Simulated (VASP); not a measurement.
SiO2 (Stishovite):

```
CELL_PARAMETERS angstrom
4.17730 0.00000 0.00000
0.00000 4.17730 0.00000
0.00000 0.00000 2.66520
ATOMIC_POSITIONS crystal
Si 0.00000 0.00000 0.00000
Si 0.50000 0.50000 0.50000
O 0.30590 0.30590 0.00000
O 0.19410 0.80590 0.50000
O 0.69410 0.69410 0.00000
O 0.80590 0.19410 0.50000
```

```yaml
Program: VASP 6.6.1
Task: relaxation of cell and atoms
Functional: RPBE
Potentials_or_basis: VASP PAW PBE potentials, release 64 (Si, O)
Cutoff: 600 eV
k_mesh: 8 × 8 × 10
Occupations: gaussian, width 0.03 eV
Spin: no spin polarisation
```

At the start: pressure 15.9 GPa; volume 7.75 Å³/atom.

Problem. How do energy, volume and symmetry change on relaxing?

Solution. Over 8 steps the energy falls by 19.8 meV/atom and the volume is 8.19 Å³/atom (+5.6 %); space group P4_2/mnm (No. 136, to 0.05 Å).

Step by step:
| step | energy change (eV) | largest force (eV/Å) | pressure (GPa) | volume (Å³) |
| --- | --- | --- | --- | --- |
| 1 | 0.0000 | 0.1317 | 15.94 | 46.51 |
| 2 | 0.0535 | 0.6521 | -15.46 | 51.89 |
| 3 | -0.1102 | 0.2608 | 0.07 | 48.83 |
| 4 | -0.1102 | 0.2537 | 0.33 | 48.79 |
| 5 | -0.1175 | 0.0047 | 0.21 | 49.00 |
| 6 | -0.1176 | 0.0457 | 0.20 | 49.03 |
| 7 | -0.1187 | 0.0083 | -0.17 | 49.13 |
| 8 | -0.1187 | 0.0040 | -0.12 | 49.13 |

Final structure:
```
Si O
1.0
     4.26541    0.00000    0.00000
     0.00000    4.26541    0.00000
     0.00000    0.00000    2.70015
Si O
2 4
Direct
  0.00000 0.00000 0.00000
  0.50000 0.50000 0.50000
  0.30748 0.30748 0.00000
  0.19252 0.80748 0.50000
  0.69252 0.69252 0.00000
  0.80748 0.19252 0.50000
```

Caveat: the PAW data sets were made with another functional, which shifts forces and pressure a little.
